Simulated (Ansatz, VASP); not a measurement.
InAs: VASP beside Ansatz

```
CELL_PARAMETERS angstrom
4.34862 0.00000 0.00000
-2.17431 3.76602 0.00000
0.00000 0.00000 9.67430
ATOMIC_POSITIONS crystal
In 0.00000 0.50000 0.16667
In 0.50000 0.50000 0.83333
In 0.50000 0.00000 0.50000
As 0.50000 0.50000 0.33333
As 0.50000 0.00000 0.00000
As 0.00000 0.50000 0.66667
```

Alike in both runs: functional PBE; k mesh 6 × 6 × 2; occupations gaussian, width 0.1 eV; no spin polarisation.

Ansatz relaxed the structure, and its values are those at the end. VASP's run is a single point on that final structure, the one shown.

|  | VASP | Ansatz |
| --- | --- | --- |
| version | VASP 6.6.1 | Ansatz 0.2.0 |
| potentials or method | VASP PAW PBE potentials, release 64 (In_d, As) | scalar-relativistic, plane waves, PAW |
| plane-wave cutoff (eV) | 520 | 420 |
| valence electrons in the cell | 54 | 84 |

Ansatz gave:

- gap on the k mesh at the Fermi level (eV): 0.24
- least direct gap on the mesh (eV): 0.40
- pressure (GPa): 0.2

Q: What did VASP give for the same quantities?

A: gap on the k mesh at the Fermi level (eV): 0.24; least direct gap on the mesh (eV): 0.40; pressure (GPa): 0.3.

With one functional, cell and mesh, what is left measures potentials, basis and numerics. The two sets of potentials don't hold the same shells in valence.

Caveats: spin-orbit coupling is left out, which moves the levels of the heavy elements.
